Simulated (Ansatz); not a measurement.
Ansatz input

```yaml
crystal:
  lattice:
    - [1.8778599936, 1.0841829728, 2.1547276236]
    - [-1.8778599936, 1.0841829728, 2.1547276236]
    - [0.0, -2.1683659456, 2.1547276235]
  atoms:
    - { symbol: Hg, position: [0.0, 0.0, 0.0] }
hamiltonian:
  xc: r2scan
  pseudopotentials:
    kind: paw
    azcp:
      Hg: "pseudopotentials/Hg.paw.azcp"
basis:
  ecutwfc: 300
  fft_grid_basis: typed
kpoints:
  mp_grid: { grid: [11, 11, 11], shift: [0, 0, 0] }
magnetization:
  spin_polarized: false
scf:
  occupations: { method: fermi_dirac, width: 0.1 }
  lower_state_search: "off"
output:
  stress: true
```

Output

```
Warning: basis.ecutwfc = 300 eV is below the records' recommended 500 eV, and the density's cutoff is lower with it unless basis.ecutrho_ratio is high enough to keep the records' density cutoff: compare with a run at a higher cutoff
Engine: ansatz 0.2.0, aarch64-unknown-linux-gnu
Pseudopotentials: kind: paw
Pseudopotential: Hg, paw, valence charge 20, recommended cutoff 500 eV (meta_gga) 
Functional definition: r2SCAN
  parameter k0 = 0.174
  parameter k1 = 0.065
  parameter a1 = 4.9479
  exchange = r2scan_x(k0 = k0, k1 = k1, a1 = a1)
  correlation = r2scan_c
Crystal: 1 atoms, lattice volume = 26.321 Å³
Basis set: ecut = 300 eV, 319 PW (Γ), exchange–correlation on 72×72×72 points (64 copies of the dense FFT grid, shifted against one another)
Bands: 14, of which v1, the nominal top of the filled ones, is band 10 counted from 1 (9 counted from 0)
Symmetry: 12 space group operations
Space group: R-3m (ITA 166), of the structure as read, at distance tolerance 3.0e-5 Å
k-points: 146 of 1331
Non-local potential: Hg, projectors of the file, l = 0: 3, l = 1: 2, l = 2: 2, l = 3: 1
PAW form: soft (Blöchl's): semilocal exchange-correlation on the pseudo side does not see the compensation charge
PAW frozen core: Hg, regenerated for the run's functional (the file was generated under x = pbe(κ = 0.804, μ = 0.2195149727645171), c = pbe(β = 0.06672455060314922))
PAW one-centre angular grid: Hg, 590 points (default); XC on 160 Gauss nodes
Initial density: superposition of atomic densities (neutral atoms: chi_scale 0, normalization atom), corrected by the library's trained network
Initial wavefunctions: pseudopotential atomic-orbital guess
Functional: x = r2scan, c = r2scan; τ floored in thin density (d = 2e-4 eV/Å³)
SCF iter   1: F=-13827.692473 eV  HF=-13827.697127 eV  |F-HF|=4.65e-3  |Δ(HF+E_count)|=         —  Δρ=8.86e-3  dr2=1.43e-2  dr2_τ=7.24e-3  ethr=1.77e-3  ⟨swp⟩=5.3  Hψ=11061  notcnv=0
SCF iter   2: F=-13827.694698 eV  HF=-13827.696910 eV  |F-HF|=2.21e-3  |Δ(HF+E_count)|=   2.17e-4  Δρ=5.14e-3  dr2=5.40e-3  dr2_τ=6.05e-4  ethr=7.13e-5  ⟨swp⟩=1.1  Hψ=3804  notcnv=0
SCF iter   3: F=-13827.695885 eV  HF=-13827.695865 eV  |F-HF|=2.01e-5  |Δ(HF+E_count)|=   1.04e-3  Δρ=5.41e-4  dr2=4.09e-5  dr2_τ=1.33e-5  ethr=2.70e-5  ⟨swp⟩=2.1  Hψ=3402  notcnv=0
SCF iter   4: F=-13827.695894 eV  HF=-13827.695903 eV  |F-HF|=9.23e-6  |Δ(HF+E_count)|=   3.77e-5  Δρ=1.89e-4  dr2=1.06e-5  dr2_τ=1.99e-6  ethr=2.05e-7  ⟨swp⟩=2.0  Hψ=3371  notcnv=0
SCF iter   5: F=-13827.695899 eV  HF=-13827.695899 eV  |F-HF|=9.57e-9  |Δ(HF+E_count)|=   3.72e-6  Δρ=2.62e-5  dr2=1.16e-7  dr2_τ=4.97e-8  ethr=5.32e-8  ⟨swp⟩=2.0  Hψ=2907  notcnv=0
SCF iter   6: F=-13827.695899 eV  HF=-13827.695899 eV  |F-HF|=3.58e-9  |Δ(HF+E_count)|=   3.95e-8  Δρ=4.77e-6  dr2=2.99e-9  dr2_τ=6.78e-10  ethr=5.00e-10  ⟨swp⟩=3.9  Hψ=5961  notcnv=0
SCF 1 converged in 6 iterations: F = -13827.695899 eV  dr2 = 2.99e-9
SCF converged after 6 iterations
Free energy (F): -13827.695899 eV
Harris-Foulkes:  -13827.695899 eV  (|F-HF|=3.58e-9)
Internal energy: -13827.687111 eV  (E = F + TS)
E sigma→0 (E₀):  -13827.691505 eV
Entropy (-TS):   -0.008788 eV (-8.788 meV/atom)
Fermi energy:    12.814937 eV
--- Per-component energies (eV) ---
  E_band       = -447.640436
  E_kinetic    = 606.413542
  E_local      = -2721.261907  (includes V_loc(G=0)·N_el)
  E_nonlocal   = 72.364369
  E_hartree    = 1163.584348
  E_xc         = -208.728076
  E_vxc        = -290.703164  (∫ρ·V_xc dr)
  E_paw        = -9971.595058  (= ΣΔE_a)
  E_vpaw       = -461.869418  (= ΣTr[D̂ρ^β])
  E_aug_tail   = 0.002365  (compensation charges beyond the density's cutoff)
  E_vtau       = 20.242584  (kinetic-family band-sum trace: ∫τ·v_τ [+ j·A + Jᵃ·Aᵃ] dr)
  E_ewald      = -2768.317767
  E_core_change = -0.148928  (= ΣΔE_core)
  E_smearing   = -0.008788  (= −TS)
  E_closure    = -0.000000  (closes the sum)
  Σ components = -13827.695899   (vs F -13827.695899, Δ=0.00e0)
--- Stress (GPa, compression-positive) ---
        0.001221       0.000000       0.000000
        0.000000       0.001221      -0.000000
        0.000000      -0.000000       0.078251
  P = ⅓ Tr σ = 0.0269 GPa (0.269 kbar)
```

Launched by

```sh
ansatz run input.yaml --threads 2 --pin off --max-ram 5120MiB --backend cpu --events-out ev --progress --plain --runs-dir out
```

On 2 threads of Arm Neoverse V1 (shared host) this took about 2 s of wall time and 3.8 s of CPU time, with 0.3 GiB at the peak.
